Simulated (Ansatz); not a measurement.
# Effect of Be vacancy, symmetric start on BeO

Take a 24-atom supercell of BeO in the wurtzite structure (space group P6_3mc, No. 186; a = 2.6928 Å, c = 4.3729 Å) at its relaxed geometry as the base.

Modification: one Be atom is removed, atoms relaxed at fixed cell.

Level of theory: PBEsol (Ansatz, an electronic-structure program), no SOC. k-mesh 4×5×5 (Γ-centred); smearing 0.01 eV (Fermi–Dirac).

* **Pressure**: 2.5 GPa (base 0.0 GPa)
* **Gap of the supercell**: zero (base 7.51 eV)
* **Mean distance from the defect site to its nearest host atoms**: 181 pm (base 165 pm)

Final structure:

```
Be11O12
1.0
    4.03927    -2.33208    -4.37286
    2.69285     4.66415     0.00000
    1.34642    -2.33208     4.37286
Be O
11 12
Direct
  0.77928   0.44516   0.77719
  0.44607   0.61184   0.44438
  0.10683   0.77318   0.10110
  0.78170   0.94367   0.78160
  0.44635   0.11194   0.44865
  0.72241   0.30578   0.22207
  0.38737   0.47418   0.89164
  0.05485   0.64087   0.55578
  0.72132   0.80557   0.22382
  0.38820   0.97208   0.89420
  0.05000   0.13830   0.55865
  0.90446   0.38206   0.52327
  0.56925   0.54915   0.19361
  0.23593   0.71487   0.85997
  0.89991   0.88088   0.52794
  0.56959   0.04824   0.19642
  0.24620   0.20903   0.83821
  0.82458   0.23916   0.95656
  0.51325   0.41135   0.63518
  0.18873   0.61123   0.32283
  0.84672   0.74122   0.97115
  0.51885   0.91041   0.64326
  0.18671   0.05220   0.32202
```

Cost of the whole job for the changed cell (relaxation, final SCF and bands): about 13 core-minutes (a rough figure).

The magnetic state is the one reached from the starting moments; the real material's order can differ, and small cells can't hold many antiferromagnetic ones. The cell is small, so the values are those of an ordered compound at a high defect concentration; dilute-limit values will differ. A case with no gap was solved on a k-mesh chosen for an insulator, which is coarse for it. The defect started on the symmetric site and kept its symmetry, so it may sit on a saddle. The defect cell is spin-polarised and ends with 2.0 μB.
